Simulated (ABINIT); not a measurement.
Here is an ABINIT 10.8.3 (patched build) calculation.

run.abi

```
# Datasets: ground state, then fixed potential
ndtset 2

# Pseudopotentials
pp_dirpath "./"
pseudos "Hf.GGA_PBE-JTH.xml, O.GGA_PBE-JTH.xml"

# Structure
acell 3*1.0
rprim
     0.0000000000     4.8329745637     4.8329745637
     4.8329745637     0.0000000000     4.8329745637
     4.8329745637     4.8329745637     0.0000000000
ntypat 2
znucl 72 8
natom 3
typat 1 2 2
xcart
     0.0000000000     0.0000000000     0.0000000000
     7.2494618456     7.2494618456     7.2494618456
     2.4164872819     2.4164872819     2.4164872819

# Plane-wave basis
ecut 761.918815 eV
pawecutdg 50.0

# Exchange and correlation
ixc -497498
usekden 1
pawxcdev 0

# Bands and occupations
occopt 3
tsmear 0.00183747

# SCF cycle
nstep 100

# Output
iomode 3
prtwf 0
prteig 0
prtebands 0
enunit 1
prtden1 1
prtkden1 1

# Dataset 1
kptopt1 1
ngkpt1 9 9 9
nshiftk1 1
shiftk1 0.0 0.0 0.0
nband1 16
tolvrs1 1.0e-7

# Dataset 2: bands along G-X-W-K-G-L-U-W-L-K
iscf2 -2
getden2 1
getkden2 1
nband2 22
nbdbuf2 4
tolwfr2 1.0e-11
kptopt2 -9
ndivsm2 8
prteig2 1
kptbounds2
     0.0000000000     0.0000000000     0.0000000000
     0.5000000000     0.0000000000     0.5000000000
     0.5000000000     0.2500000000     0.7500000000
     0.3750000000     0.3750000000     0.7500000000
     0.0000000000     0.0000000000     0.0000000000
     0.5000000000     0.5000000000     0.5000000000
     0.6250000000     0.2500000000     0.6250000000
     0.5000000000     0.2500000000     0.7500000000
     0.5000000000     0.5000000000     0.5000000000
     0.3750000000     0.3750000000     0.7500000000
```

Potentials or basis: JTH PAW PBE v2.0.

The run is started by

```console
$ abinit run.abi > log 2>&1
```

(1) What does it give for the band gap along the path?

(2) Predict the band gap on the k mesh.

(3) Predict the pressure.

Results:

(1) 4.23 eV, direct.

(2) 4.34 eV, indirect (least direct gap 4.44 eV).

(3) -12.2 GPa.

Caveat: the PAW data sets were made with another functional, which shifts forces and pressure a little; spin-orbit coupling is left out, which moves the levels of the heavy elements; the mesh misses the band edges, which the band path finds closer together.
